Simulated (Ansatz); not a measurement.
Consider the following.

```xyz
4
Lattice="3.5118 0.0000 0.0000 -1.7559 3.0413 0.0000 0.0000 0.0000 5.8699" Properties=species:S:1:pos:R:3 pbc="T T T"
In     0.0000     2.0276     0.0087
In     1.7559     1.0138     2.9436
N      0.0000     2.0276     2.1925
N      1.7559     1.0138     5.1274
```

All values below come from PBE with spin-orbit coupling, rigid bands (plane waves, PAW; Ansatz, an electronic-structure program). Condition of this run: uniaxial stress along c of -5 GPa (compression positive) (the target of the relaxation). How the cell was made: cell and atoms relaxed with PBEsol, then loaded as said.

Q: Is this a good metal at this level?

A: No. No gap is resolved, and few carriers conduct, as in a semimetal or a zero-gap semiconductor. N(E_F) = 0.0110 states/eV a cell at 300 K and the Drude plasma energy along the best axis is 0.25 eV, several times under that of a simple or noble metal.
